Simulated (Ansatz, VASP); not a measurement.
## Lu in VASP and in Ansatz

```
CELL_PARAMETERS angstrom
-1.94997 1.94997 1.94997
1.94997 -1.94997 1.94997
1.94997 1.94997 -1.94997
ATOMIC_POSITIONS crystal
Lu 0.00000 0.00000 0.00000
```

This isn't the form of Lu at room conditions, which is hcp.

Alike in both runs: task single point; functional PBE; k mesh 15 × 15 × 15; occupations fermi-dirac, width 0.08 eV; no spin polarisation.

|  | VASP | Ansatz |
| --- | --- | --- |
| version | VASP 6.6.1 | Ansatz 0.2.0 |
| potentials or method | VASP PAW PBE potentials, release 64 (Lu), cutoff 520 eV | all-electron LAPW, scalar-relativistic |

```csv
,VASP,Ansatz,Ansatz less VASP
pressure (GPa),0.1,0.0,-0.07
```

Ansatz ran all-electron here, so the differences hold the error of VASP's frozen core and of both bases.

The runs have no spin-orbit coupling, so splittings on Lu are missing.
